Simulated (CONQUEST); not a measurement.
CsSnI3 in CONQUEST: convergence with k mesh

Input of the first run (k mesh 1 × 1 × 1); the others differ in this setting and in those tied to it:

Conquest_input

```
IO.Title CsSnI3
IO.Coordinates coords.dat
IO.FractionalAtomicCoords T
IO.Iprint 2
IO.Iprint_init 1
General.NumberOfSpecies 3
General.PseudopotentialType hamann
AtomMove.TypeOfRun static
AtomMove.FullStress T
Grid.GridCutoff 120
DM.SolutionMethod diagon
Diag.MPMesh T
Diag.GammaCentred T
Diag.MPMeshX 1
Diag.MPMeshY 1
Diag.MPMeshZ 1
Diag.kT 0.00183747
minE.SCTolerance 1e-6
SC.MaxIters 100
IO.AtomChargeOutput T
%block ChemicalSpeciesLabel
1 132.910 Cs
2 126.900 I
3 118.710 Sn
%endblock
```

File coords.dat:

```
   11.7270734116     0.0000000000     0.0000000000
    0.0000000000    11.7270734116     0.0000000000
    0.0000000000     0.0000000000    11.7270734116
5
  0.0048080000   0.0024060000   0.0053090000 1 T T T
  0.0054530000   0.4921140000   0.4981780000 2 T T T
  0.4929050000   0.0098420000   0.4959330000 2 T T T
  0.4943790000   0.5108720000   0.0073270000 2 T T T
  0.4830840000   0.5014700000   0.4893830000 3 T T T
```

Potentials or basis: PseudoDojo NC LDA, DZP, grid cutoff 120 Ha.

Launch:

```bash
$ OMP_NUM_THREADS=1 Conquest
```

The cell isn't the ideal one: atoms moved at random.

Hardware: 1 thread of INTEL(R) XEON(R) PLATINUM 8581C CPU @ 2.30GHz (Emerald Rapids) (shared host).

```csv
k mesh,"energy less the tightest run, at zero smearing (meV/atom)",pressure (GPa),largest force (eV/Å),gap on the mesh (eV),SCF cycles,CPU time (s),peak memory (GiB)
1 × 1 × 1,-470.15,-1.54,0.816,3.927,7,31,1.1
2 × 2 × 2,186.01,0.24,0.243,0.270,7,33,1.1
3 × 3 × 3,-38.98,-1.41,0.267,2.999,7,34,1.1
4 × 4 × 4,12.18,-0.92,0.140,0.351,7,43,1.1
5 × 5 × 5,-7.07,-1.17,0.209,1.729,7,47,1.1
6 × 6 × 6,0.00,-1.06,0.179,0.362,7,70,1.1
```

Not settled before the last step: the energy (to 1 meV/atom), the pressure (to 0.1 GPa), the largest force (to 0.005 eV/Å), the gap on the mesh (to 0.01 eV). Meshes of other sizes hit other points, so gaps and Fermi surfaces needn't settle smoothly. The tightest run that finished is the yardstick and may itself not be fully converged.

Caveat, for the tightest run too: spin-orbit coupling is left out, which moves the levels of the heavy elements; the cell was measured hot, at 500 K; the basis of atomic orbitals isn't converged, which shifts pressures, moduli and gaps.
